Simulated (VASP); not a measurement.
Set up this calculation in VASP 6.6.1, as the native input.

* Task: relaxation of the atoms
* Functional: LDA
* Potentials or basis: VASP PAW LDA potentials, release 64 (Si, C)
* Cutoff: 600 eV
* k mesh: 12 × 12 × 12
* Occupations: gaussian, width 0.03 eV
* Spin: no spin polarisation
* Further INCAR settings: ALGO = Normal; EDIFF = 1e-07; IBRION = 2; EDIFFG = -0.01; NSW = 40

The structure of SiC lies in POSCAR:

```
SiC                                     
1.0
    0.0000000000      1.9794927303      1.9794927303
    1.9794927303     -0.0000000000      1.9794927303
    1.9794927303      1.9794927303      0.0000000000
  Si              C             
     1     1
Direct
     0.0000000000000000    0.0000000000000000    0.0000000000000000
     0.5000000000000000    0.5000000000000000    0.5000000000000000
```

The cell was built by a generator and needn't be a form met in nature.

The cell isn't the ideal one: a relaxed cell with its volume scaled by 0.96.

One way to write it, as run:

INCAR

```
PREC = Accurate
ENCUT = 600
EDIFF = 1E-7
ISMEAR = 0
SIGMA = 0.03
LREAL = False
LASPH = True
NELM = 80
ALGO = Normal
ISIF = 2
LWAVE = False
LCHARG = False
IBRION = 2
NSW = 40
EDIFFG = -0.01
```

KPOINTS

```
regular mesh
0
Gamma
  12 12 12
```

Potentials or basis: VASP PAW LDA potentials, release 64 (Si, C).

Run with:

```bash
$ cat potpaw_LDA.64/Si/POTCAR potpaw_LDA.64/C/POTCAR > POTCAR
$ mpirun -np 1 vasp_std > vasp.out
```

It gave:

```
Pressure after relaxing : 10.7 GPa
Band gap on the k mesh  : none (metal or under the smearing width)
```

Caveat: the relaxation stopped at its first step, so nothing moved.

It took 3.6 s on 1 thread of Intel(R) Xeon(R) 6975P-C (Granite Rapids) (shared host), peak memory 0.12 GiB.
